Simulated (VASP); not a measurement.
Rh, 1 atom in the cell. It takes space group Fm-3m (No. 225, cubic). The conventional cell has a = 3.796 Å, b = 3.796 Å, c = 3.796 Å, α = 90.00°, β = 90.00°, γ = 90.00°. Rh (site symmetry m-3m) has 12 Rh at 2.68 Å as nearest neighbours. 

| Item | Value |
| --- | --- |
| Program | VASP 6.6.1 |
| Task | elastic constants |
| Functional | LDA |
| Potentials or basis | VASP PAW LDA potentials, release 64 (Rh_pv) |
| Cutoff | 600 eV |
| k mesh | 18 × 18 × 18 |
| Occupations | gaussian, width 0.1 eV |
| Spin | no spin polarisation |
| Ions in elastic constants | relaxed |
| Further INCAR settings | ALGO = Fast; EDIFF = 1e-08; IBRION = 6; POTIM = 0.015; NSW = 1; ISIF = 3 |

Potentials or basis: VASP PAW LDA potentials, release 64 (Rh_pv).

Launch:

```console
$ cat potpaw_LDA.64/Rh_pv/POTCAR > POTCAR
$ cp INCAR.step1 INCAR
$ mpirun -np 1 vasp_std > vasp.out
$ cp CONTCAR POSCAR
$ cp INCAR.step2 INCAR
$ mpirun -np 1 vasp_std > vasp.out
```

Hardware: 1 thread of AMD EPYC 7R13 Processor (Zen 3) (shared host).

Question: How long does it take, and how much memory?

Answer: Wall time 38 min on 1 thread of AMD EPYC 7R13 Processor (Zen 3), with other jobs on the host, peak memory 0.53 GiB. Counts: scf iterations 179, k points 195, ion steps 6.
